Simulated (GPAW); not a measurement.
Zn:

```xyz
1
Lattice="0.0000 1.9648 1.9648 1.9648 0.0000 1.9648 1.9648 1.9648 0.0000" Properties=species:S:1:pos:R:3 pbc="T T T"
Zn    0.0000    0.0000    0.0000
```

This isn't the form of Zn at room conditions, which is hcp.

```yaml
Program: GPAW 26.7.0
Task: relaxation of cell and atoms
Functional: BLYP
Potentials_or_basis: PAW data sets generated in the run's folder for this functional
Cutoff: 600 eV
Basis: pw
k_mesh: 10 × 10 × 10
Occupations: fermi-dirac, width 0.05 eV
Spin: no spin polarisation
```

At the start: pressure 5.6 GPa; volume 15.17 Å³/atom.

Task: How do energy, volume and symmetry change on relaxing?

Result: Over 4 steps the energy falls by 26.9 meV/atom and the volume is 16.74 Å³/atom (+10.3 %); space group Fm-3m (No. 225, to 0.05 Å).

The path:
```tsv
step	energy change (eV)	largest force (eV/Å)	pressure (GPa)	volume (Å³)
1	0.0000	0.0000	5.64	15.17
2	-0.0109	0.0000	4.14	15.52
3	-0.0268	0.0000	0.31	16.63
4	-0.0269	0.0000	0.03	16.74
```

Final structure:
```
CELL_PARAMETERS angstrom
0.00000 2.03017 2.03017
2.03017 0.00000 2.03017
2.03017 2.03017 0.00000
ATOMIC_POSITIONS crystal
Zn 0.00000 0.00000 0.00000
```

Caveat: later steps reuse the first step's grids.
